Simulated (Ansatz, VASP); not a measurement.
Two plane-wave programs on BAs

```
B As
1.0
     0.00000    2.36571    2.36571
     2.36571    0.00000    2.36571
     2.36571    2.36571    0.00000
B As
1 1
Direct
  0.00000 0.00000 0.00000
  0.25000 0.25000 0.25000
```

Alike in both runs: functional LDA; k mesh 10 × 10 × 10; occupations fermi-dirac, width 0.02 eV; no spin polarisation.

Ansatz relaxed the structure, and its values are those at the end. VASP's run is a single point on that final structure, the one shown.

|  | VASP | Ansatz |
| --- | --- | --- |
| version | VASP 6.6.1 | Ansatz 0.2.0 |
| potentials or method | VASP PAW LDA potentials, release 64 (B, As) | PAW plane waves |
| plane-wave cutoff (eV) | 520 | 420 |
| valence electrons in the cell | 8 | 18 |

|  | VASP | Ansatz | Ansatz less VASP |
| --- | --- | --- | --- |
| gap on the k mesh at the Fermi level (eV) | 1.10 | 1.10 | +0.009 |
| pressure (GPa) | 1.0 | 0.0 | -1.00 |

The two sets of potentials don't hold the same shells in valence. Ansatz warned: «pseudo_functional_mismatch».

A k mesh can miss the band edges. LDA gaps usually lie below the measured ones, often by a third to a half.
